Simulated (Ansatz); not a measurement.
Ge under changes of volume

One of the cells (22.639 Å³/atom); the others are scaled copies at fixed shape and fractional positions:

```
Ge
1.0
     0.00000    2.82891    2.82891
     2.82891    0.00000    2.82891
     2.82891    2.82891    0.00000
Ge
2
Cartesian
  4.2434 4.2434 4.2434
  2.8289 2.8289 2.8289
```

* Program: Ansatz 0.2.0
* Functional: PBE
* Potentials or basis: Ansatz PAW
* Cutoff: 420 eV (not typed: the program's choice for these potentials)
* k mesh: 8 × 8 × 8
* Occupations: fermi-dirac, width 0.05 eV
* Spin: no spin polarisation

| volume (Å³/atom) | energy over the lowest point (meV/atom) | pressure (GPa) |
| --- | --- | --- |
| 21.281 | 65.63 | 9.0 |
| 21.733 | ? | ? |
| 22.186 | 26.00 | 5.2 |
| 22.639 | 13.63 | 3.6 |
| 23.092 | 5.38 | 2.2 |
| 23.545 | 0.97 | 0.9 |
| 23.997 | 0.00 | -0.2 |

Task: What does the run at 21.733 Å³/atom give?

Result: Energy over the lowest point 43.11 meV/atom; pressure 7.0 GPa.

Worked out: A Birch-Murnaghan fit of order 3 (a polynomial in V^(-2/3)) to the other rows has its minimum at 23.91 Å³/atom with B0 = V·E''(V) = 58 GPa and B' = 4.8. It gives 43.21 meV/atom at 21.733 Å³/atom, against the run's 43.11, and -dE/dV = 7.0 GPa, against 7.0.

Energies are extrapolated to zero smearing.
